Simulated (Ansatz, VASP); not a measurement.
HfO2 in VASP and in Ansatz

INCAR

```
ALGO = Fast
EDIFF = 1E-6
EDIFFG = -0.005
ENCUT = 600
GGA = PE
IBRION = 2
ISIF = 3
ISMEAR = -1
LASPH = T
LCHARG = F
LREAL = F
LWAVE = F
NELM = 80
NSW = 40
PREC = Accurate
SIGMA = 0.05
```

Contents of KPOINTS:

```
k-points
0
Gamma
  6 6 8
```

Contents of POSCAR:

```
HfO2
1.0
    4.8135329900      0.0000000000      0.0000000000
    0.0000000000      4.8135329900      0.0000000000
    0.0000000000      0.0000000000      3.2054154100
Hf O
2 4
Direct
    0.5000000000      0.5000000000      0.5000000000
    0.0000000000      0.0000000000      0.0000000000
    0.8050448800      0.1949551200      0.5000000000
    0.6949551200      0.6949551200      0.0000000000
    0.3050448800      0.3050448800      0.0000000000
    0.1949551200      0.8050448800      0.5000000000
```

File input.yaml:

```yaml
crystal:
  lattice:
    - [4.81353299, 0.0, 0.0]
    - [0.0, 4.81353299, 0.0]
    - [0.0, 0.0, 3.20541541]
  atoms:
    - { symbol: Hf, position: [0.5, 0.5, 0.5] }
    - { symbol: Hf, position: [0.0, 0.0, 0.0] }
    - { symbol: O, position: [0.80504488, 0.19495512, 0.5] }
    - { symbol: O, position: [0.69495512, 0.69495512, 0.0] }
    - { symbol: O, position: [0.30504488, 0.30504488, 0.0] }
    - { symbol: O, position: [0.19495512, 0.80504488, 0.5] }
hamiltonian:
  xc: pbe
  pseudopotentials: { kind: paw }
kpoints:
  mp_grid: { grid: [6, 6, 8] }
scf:
  occupations: { method: fermi_dirac, width: 0.05 }
output:
  forces: true
  stress: true
  eigenvalues: true
relax:
  f_tol: 0.01
  max_steps: 40
  cell: { stress_tol: 0.05 }
```

Measurements of this composition are mostly on another form, of space group No. 14.

Alike in both runs: task relaxation of cell and atoms; functional PBE; k mesh 6 × 6 × 8; occupations fermi-dirac, width 0.05 eV; no spin polarisation.

```csv
,VASP,Ansatz
version,VASP 6.6.1,Ansatz 0.2.0
potentials or method,"VASP PAW PBE potentials, release 64 (Hf_pv, O)",Ansatz PAW
plane-wave cutoff (eV),600,420
valence electrons in the cell,44,76
```

Ansatz gave:

```
gap on the k mesh at the Fermi level, each at its own relaxed structure (eV) : 3.90
relaxed volume (Å³/atom)                                                     : 12.85
relaxed cell length with the largest relative difference (Å)                 : 4.880
energy change over the relaxation (meV/atom)                                 : -12
```

Which values does VASP return?

gap on the k mesh at the Fermi level, each at its own relaxed structure (eV): 3.90; relaxed volume (Å³/atom): 12.68; relaxed cell length with the largest relative difference (Å): 4.858; energy change over the relaxation (meV/atom): -5.

The two sets of potentials don't hold the same shells in valence.

Caveats: spin-orbit coupling is left out, which moves the levels of the heavy elements; the plane-wave basis is chosen anew once the cell has moved, so the energies of steps on either side of that aren't comparable (Ansatz); the pressure holds a Pulay correction of +0.7 GPa for the finite cutoff (Ansatz). A k mesh can miss the band edges. A hybrid or GW would open this gap; PBE tends to underestimate it.
